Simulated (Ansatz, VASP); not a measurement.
Al: VASP beside Ansatz

File INCAR:

```
SYSTEM = Al
PREC = Accurate
ENCUT = 520
EDIFF = 1E-6
ISMEAR = 1
SIGMA = 0.2
LREAL = .FALSE.
LASPH = .TRUE.
NELM = 80
ALGO = Fast
ISIF = 2
LWAVE = .FALSE.
LCHARG = .TRUE.
LELF = .TRUE.
LVHAR = .TRUE.
NBANDS = 8
```

KPOINTS

```
regular mesh
0
G
  24 24 24
  0 0 0
```

POSCAR

```
Al
1.0
   -0.8419674075      1.6839348149      1.6839348149
    1.6839348149     -0.8419674075      1.6839348149
    1.6839348149      1.6839348149     -0.8419674075
Al
1
Direct
    0.0000000000      0.0000000000      0.0000000000
```

Input for Ansatz:

```yaml
crystal:
  lattice:
    - [-0.8419674075, 1.6839348149, 1.6839348149]
    - [1.6839348149, -0.8419674075, 1.6839348149]
    - [1.6839348149, 1.6839348149, -0.8419674075]
  atoms:
    - { symbol: Al, position: [0.0, 0.0, 0.0] }
basis:
  ecutwfc: 420
kpoints:
  mp_grid: { grid: [24, 24, 24] }
hamiltonian:
  xc: lda
scf:
  occupations: { method: methfessel_paxton, width: 0.2 }
output:
  forces: true
  stress: true
  eigenvalues: true
```

Alike in both runs: task single point; functional LDA; k mesh 24 × 24 × 24; occupations methfessel-paxton of order 1, width 0.2 eV; no spin polarisation.

|  | VASP | Ansatz |
| --- | --- | --- |
| version | VASP 6.6.1 | Ansatz 0.2.0 |
| potentials or method | VASP PAW LDA potentials, release 64 (Al) | scalar-relativistic, plane waves, PAW |
| plane-wave cutoff (eV) | 520 | 420 |
| valence electrons in the cell | 3 | 3 |

|  | VASP | Ansatz | Ansatz less VASP |
| --- | --- | --- | --- |
| gap on the k mesh at the Fermi level (eV) | none | none | - |
| pressure (GPa) | 16.7 | 16.5 | -0.16 |

A gap of «none» marks a metal or a gap that the smearing closes.

Caveats: so large a pressure means that the cell lies far from this level's equilibrium, or that cutoff or potentials fall short (VASP).
